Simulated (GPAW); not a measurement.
The system is AlNi.

```
Ni Al
1.0
     2.88100    0.00000    0.00000
     0.00000    2.88100    0.00000
     0.00000    0.00000    2.88100
Ni Al
1 1
Direct
  0.50000 0.50000 0.50000
  0.00000 0.00000 0.00000
```

* Program: GPAW 26.7.0
* Task: relaxation of cell and atoms
* Functional: PBEsol
* Dispersion: D3
* Potentials or basis: PAW data sets generated in the run's folder for this functional
* Cutoff: 600 eV
* Basis: pw
* k mesh: 9 × 9 × 9
* Occupations: fermi-dirac, width 0.05 eV
* Spin: collinear spin, ferromagnetic start
* Starting moments: [1.0, 0.0] μB

At the start: pressure -6.6 GPa; volume 11.96 Å³/atom.

Q: Where does the relaxation end?

A: Over 3 steps the energy falls by 9.9 meV/atom and the volume is 11.47 Å³/atom (-4.0 %); space group Pm-3m (No. 221, to 0.05 Å); moment 0.00 μB per cell.

The path:
```csv
step,energy change (eV),largest force (eV/Å),pressure (GPa),volume (Å³)
1,0.0000,0.0000,-6.61,23.91
2,-0.0091,0.0000,-4.96,23.66
3,-0.0199,0.0000,0.27,22.95
```

Final structure:
```xyz
2
Lattice="2.8417 0.0000 0.0000 0.0000 2.8417 0.0000 0.0000 0.0000 2.8417" Properties=species:S:1:pos:R:3 pbc="T T T"
Ni    1.4209    1.4209    1.4209
Al    0.0000    0.0000    0.0000
```

Caveat: each step starts from the last one's moments, so a moment once lost doesn't come back; the stock nickel data set gives pressures a few GPa off other programs; later steps reuse the first step's grids; pairwise dispersion overbinds metals, which lowers pressure and volume.
